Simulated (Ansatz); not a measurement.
The system is CoO.

```xyz
2
Lattice="1.6022 0.9250 2.5665 -1.6022 0.9250 2.5665 0.0000 -1.8501 2.5665" Properties=species:S:1:pos:R:3 pbc="T T T"
Co    0.0000    0.0000    7.6915
O     0.0000    0.0000    5.7824
```

Measurements of this composition are mostly on another form, of space group No. 225.

Base run:

| Item | Value |
| --- | --- |
| Program | Ansatz 0.2.0 |
| Functional | LDA |
| Potentials or basis | all-electron LAPW, scalar-relativistic |
| Cutoff | 455 eV |
| Density cutoff | 1821 eV |
| Basis error allowed | 0.001 eV/atom |
| k mesh | 10 × 10 × 10 |
| Occupations | fermi-dirac, width 0.05 eV |
| Spin | collinear spin, ferromagnetic start |
| Starting moments | [2.0, 0.0] μB |

Its results: pressure -15.9 GPa; net moment 2.63 μB per cell; site moments Co +2.24; O +0.30 μB; largest force 0.188 eV/Å.

**Question.** After a change of settings the same cell gave: pressure -15.2 GPa; net moment 2.70 μB per cell; site moments Co +2.29; O +0.31 μB; largest force 0.198 eV/Å. Which change was it?
A. functional from LDA to PBEsol; potentials or basis from all-electron LAPW, scalar-relativistic to all-electron LAPW, inner shells corrected to Dirac's equation
B. functional from LDA to PBEsol; potentials or basis from all-electron LAPW, scalar-relativistic to all-electron LAPW, non-relativistic
C. k mesh from 10 × 10 × 10 to 7 × 7 × 7
D. functional from LDA to PBEsol; potentials or basis from all-electron LAPW, scalar-relativistic to all-electron PAW datasets made for the crystal

**Answer.** C.

Caveats: a cell with one magnetic atom can't hold antiferromagnetic order, which such compounds often take; the k mesh is thin for a metal, which can move the energy by tens of meV per atom (some runs).

Not every run made on this cell is shown here.
